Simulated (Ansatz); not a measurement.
## Calculated ¹⁷O NMR of the central transition for SiO2

Cell: a computed structure from the Materials Project (it need not be an observed phase).

```cif
data_SiO2
_symmetry_space_group_name_H-M 'I4/mmm'
_symmetry_Int_Tables_number 139
_cell_length_a 13.0341
_cell_length_b 13.0341
_cell_length_c 5.2481
_cell_angle_alpha 90.000
_cell_angle_beta 90.000
_cell_angle_gamma 90.000
loop_
_atom_site_label
_atom_site_type_symbol
_atom_site_symmetry_multiplicity
_atom_site_Wyckoff_symbol
_atom_site_fract_x
_atom_site_fract_y
_atom_site_fract_z
Si Si 16 l 0.3813 0.2102 0.0000
O9 O 16 k 0.8571 0.6429 0.2500
O17 O 8 j 0.5000 0.2430 0.0000
O21 O 8 h 0.3133 0.3133 0.0000
```

One atom of each set is listed; the run and its k-mesh use a cell of 24 atoms with edges of 9.58, 9.58, 9.58 Å.

Level of theory: DFT, r2SCAN, plane waves and PAW (field gradients read without the response of the frozen cores, which leaves them typically 4 to 6 % off), scalar-relativistic, 500 eV cutoff, Γ-centred 5×5×5 k-points, Fermi–Dirac smearing 0.02 eV (Ansatz 0.2.0).

¹⁷O has I = 5/2 and Q = -25.58 mb (Pyykkö 2018); at 11.7 T its Larmor frequency is ν₀ = 67.6 MHz. Only the quadrupole interaction is simulated: positions count from each site's isotropic chemical shift, and J coupling is left out, as are shift anisotropy and dipolar coupling, which fast spinning averages.

Q: Simulate the second-order pattern (fast magic-angle spinning, Gaussian broadening 0.3 kHz) of site O9 (2 Si at 1.61 Å, angle 151°).

A: The calculation gives C_Q = -6.07 MHz and η = 0.13, so ν_Q = 0.910 MHz and the centre of gravity lies at -48.6 ppm (-3.28 kHz).

(offset (kHz), height): (-8.567, 0), (-8.358, 1), (-8.150, 4), (-7.941, 6), (-7.732, 6), (-7.523, 6), (-7.314, 7), (-7.105, 7), (-6.896, 7), (-6.688, 7), (-6.479, 7), (-6.270, 7), (-6.061, 8), (-5.852, 8), (-5.643, 10), (-5.434, 26), (-5.225, 53), (-5.017, 76), (-4.808, 82), (-4.599, 65), (-4.390, 55), (-4.181, 50), (-3.972, 48), (-3.763, 46), (-3.555, 45), (-3.346, 45), (-3.137, 45), (-2.928, 46), (-2.719, 48), (-2.510, 50), (-2.301, 53), (-2.092, 58), (-1.884, 66), (-1.675, 84), (-1.466, 100), (-1.257, 84), (-1.048, 61), (-0.839, 23), (-0.630, 2), (-0.422, 0)

At O9 V_zz runs parallel to the line that joins its two neighbours (within 1°).

The run took 65 s of wall time (65 s of CPU time) and 2.6 GiB at its peak, on 1 thread of AMD EPYC 9R14 (Zen 4) (x86_64; 16 cores open to the job, memory cap 3.0 GiB, no GPU), a shared host with a load of 0.2 a core.
